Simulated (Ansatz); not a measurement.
Course of a relaxation: BiH4

The cell of BiH4 is invented: random cell by space group and Wyckoff sites (Pmmm, No. 47). Its size is a rough estimate.

```xyz
5
Lattice="3.3134 0.0000 0.0000 0.0000 3.8663 0.0000 0.0000 0.0000 4.3541" Properties=species:S:1:pos:R:3 pbc="T T T"
Bi    0.0000    1.9332    2.1770
H     0.8164    1.9332    3.6984
H     2.4970    1.9332    0.6557
H     0.8164    1.9332    0.6557
H     2.4970    1.9332    3.6984
```

Theory: DFT PBE, scalar-relativistic, plane waves, PAW (Ansatz). Cutoff 420 eV, Gaussian smearing, Γ-centred meshes. Cell and atoms relax first on a coarse mesh and then on a finer one. In between, the cell is made exact in the group found at 0.06 Å. In metals the finer mesh still leaves noise of several meV/atom or more. The steps can't lower the symmetry of their start. No spin polarisation.

Steps on the 6×4×4 mesh (5 atoms, 15 steps). The free energy counts from the last step; some steps are skipped; the plane-wave basis is renewed at times, which shifts energy and pressure.

```csv
step,ΔF (meV/atom),V (Å³/atom),P (GPa),largest force component (eV/Å)
1,832.5,11.16,19.99,3.176
2,374.6,11.72,8.13,2.226
3,275.1,11.95,14.43,4.336
4,179.8,12.86,3.04,1.753
5,85.9,12.80,2.91,0.869
6,44.8,13.01,1.93,0.362
7,26.8,13.48,0.89,0.194
9,22.3,13.62,0.51,0.134
10,21.0,13.76,0.24,0.026
11,7.1,13.76,1.32,0.024
12,2.7,14.47,0.14,0.192
13,2.1,14.82,0.26,0.180
14,1.4,14.92,-0.02,0.009
15,0.0,14.92,0.00,0.008
```

Steps on the 6×4×4 mesh (5 atoms, 26 steps). The free energy counts from the last step; some steps are skipped; the plane-wave basis is renewed at times, which shifts energy and pressure.

| step | ΔF (meV/atom) | V (Å³/atom) | P (GPa) | largest force component (eV/Å) |
| --- | --- | --- | --- | --- |
| 1 | 95.4 | 14.92 | -0.77 | 0.046 |
| 2 | 70.7 | 14.58 | -0.08 | 0.011 |
| 4 | 67.2 | 15.15 | 1.58 | 0.210 |
| 5 | 61.1 | 17.02 | 0.10 | 0.706 |
| 6 | 52.2 | 16.84 | 0.30 | 0.255 |
| 8 | 48.5 | 18.06 | 0.26 | 0.252 |
| 9 | 48.3 | 18.35 | -0.16 | 0.069 |
| 10 | 48.1 | 18.22 | 0.00 | 0.002 |
| 12 | 31.2 | 19.35 | 0.51 | 0.007 |
| 13 | 28.0 | 20.72 | 0.45 | 0.071 |
| 14 | 23.3 | 22.14 | 0.32 | 0.055 |
| 15 | 18.6 | 23.08 | 0.34 | 0.030 |
| 17 | 17.7 | 23.41 | 0.16 | 0.007 |
| 18 | 17.4 | 23.45 | -0.03 | 0.063 |
| 19 | 17.6 | 23.64 | -0.04 | 0.033 |
| 21 | 5.7 | 24.50 | 0.22 | 0.012 |
| 22 | 4.1 | 25.78 | 0.12 | 0.001 |
| 23 | 3.7 | 27.14 | 0.12 | 0.039 |
| 25 | 4.4 | 28.46 | 0.00 | 0.003 |
| 26 | 0.0 | 28.46 | 0.03 | 0.001 |

The relaxed structure, after a last relaxation on the converged mesh:

```cif
data_structure
_symmetry_space_group_name_H-M 'Pmmm'
_symmetry_Int_Tables_number 47
_cell_length_a 2.9092
_cell_length_b 6.2950
_cell_length_c 7.7866
_cell_angle_alpha 90.000
_cell_angle_beta 90.000
_cell_angle_gamma 90.000
_cell_volume 142.60
loop_
_atom_site_label
_atom_site_type_symbol
_atom_site_symmetry_multiplicity
_atom_site_Wyckoff_symbol
_atom_site_fract_x
_atom_site_fract_y
_atom_site_fract_z
_atom_site_occupancy
Bi1 Bi 1 d 0.50000 0.00000 0.50000 1
H1 H 4 v 0.50000 0.24898 0.95184 1
```

The symmetry stays Pmmm (No. 47). The volume per atom grows by 155.7 %, from 11.2 to 28.5 Å³. The shortest distance goes from 1.31 Å (H–H) to 0.75 Å (H–H). The end holds H–H pairs as short as in free H₂ molecules (shortest 0.75 Å). The energy falls by about 0.99 eV/atom (the start's value is from the coarse mesh). The end is written in a standard setting, so origin, axes and order of atoms can differ from the start's. Bi has 2 Bi at 2.91 Å; H is surrounded by 1 H at 0.75 Å.

For BiH4, the volume per atom is 28.5 Å³, the density is 2.5 g/cm³ and the energy over the elements is +0.22 eV/atom. The gap on the 12×6×6 mesh of the 5-atom cell is 0 eV (a metal).

Energies over the elements count from the elements' standard structures at the same level (H₂ as a molecule), with no fitted energy shifts.

The last run used Gaussian smearing of 0.10 eV. Weakly bound directions are ill-defined at this level, which has no dispersion term. Spin–orbit coupling, which can matter for Bi, is left out. The cell is a metal run without spin; a magnetic state may lie lower. With hydrogen, zero-point motion can shift formation energies by some tens of meV/atom. A structure relaxed within its symmetry needn't be a true minimum. In all, the 4 runs took 4.9 min on 1 thread of Intel(R) Xeon(R) Platinum 8259CL CPU @ 2.50GHz (Skylake/Cascade Lake) (shared host).
